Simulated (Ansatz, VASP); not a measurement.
# One calculation of HfO2, two programs

The input INCAR:

```
SYSTEM = HfO2
ALGO = Normal
EDIFF = 1E-6
ENCUT = 520
GGA = PE
ISIF = 2
ISMEAR = 0
LASPH = .TRUE.
LCHARG = .FALSE.
LREAL = .FALSE.
LWAVE = .FALSE.
NBANDS = 18
NELM = 100
PREC = Accurate
SIGMA = 0.05
```

Contents of KPOINTS:

```
k-points
0
G
  8 8 8
  0 0 0
```

The input POSCAR:

```
HfO2
1.0
    0.0000000000      2.7621000000      2.6598000000
    2.7621000000      0.0000000000      2.6598000000
    2.7621000000      2.7621000000      0.0000000000
Hf O
1 2
Direct
    0.0000000000      0.0000000000      0.0000000000
    0.2500000000      0.2500000000      0.2500000000
    0.7500000000      0.7500000000      0.7500000000
```

Input for Ansatz:

```yaml
crystal:
  lattice:
    - [0.0, 2.7621, 2.6598]
    - [2.7621, 0.0, 2.6598]
    - [2.7621, 2.7621, 0.0]
  atoms:
    - { symbol: Hf, position: [0.0, 0.0, 0.0] }
    - { symbol: O, position: [0.25, 0.25, 0.25] }
    - { symbol: O, position: [0.75, 0.75, 0.75] }
basis:
  ecutwfc: 420
kpoints:
  mp_grid: { grid: [8, 8, 8] }
hamiltonian:
  xc: pbe
scf:
  occupations: { method: gaussian, width: 0.05 }
output:
  forces: true
  stress: true
  eigenvalues: true
```

Change from the starting cell: strain +0.080 along x and y, +0.040 along z, atoms carried along.

Alike in both runs: task single point; functional PBE; k mesh 8 × 8 × 8; occupations gaussian, width 0.05 eV; no spin polarisation.

|  | VASP | Ansatz |
| --- | --- | --- |
| version | VASP 6.6.1 | Ansatz 0.2.0 |
| potentials or method | VASP PAW PBE potentials, release 64 (Hf_pv, O) | scalar-relativistic, plane waves, PAW |
| plane-wave cutoff (eV) | 520 | 420 |
| valence electrons in the cell | 22 | 38 |

Ansatz gave:

| Property | Result |
| --- | --- |
| gap on the k mesh at the Fermi level (eV) | 2.95 |
| least direct gap on the mesh (eV) | 2.96 |
| pressure (GPa) | -32.4 |
| largest component of the traceless stress (GPa) | 8.61 |

Question: Estimate VASP's values.

Answer: gap on the k mesh at the Fermi level (eV): 2.91; least direct gap on the mesh (eV): 2.93; pressure (GPa): -34.4; largest component of the traceless stress (GPa): 8.69.

The two sets of potentials don't hold the same shells in valence.

Caveats: the cell as given lies far from equilibrium; so large a pressure means that the cell lies far from this level's equilibrium, or that cutoff or potentials fall short (VASP); spin-orbit coupling is left out, which moves the levels of the heavy elements. A k mesh can miss the band edges.
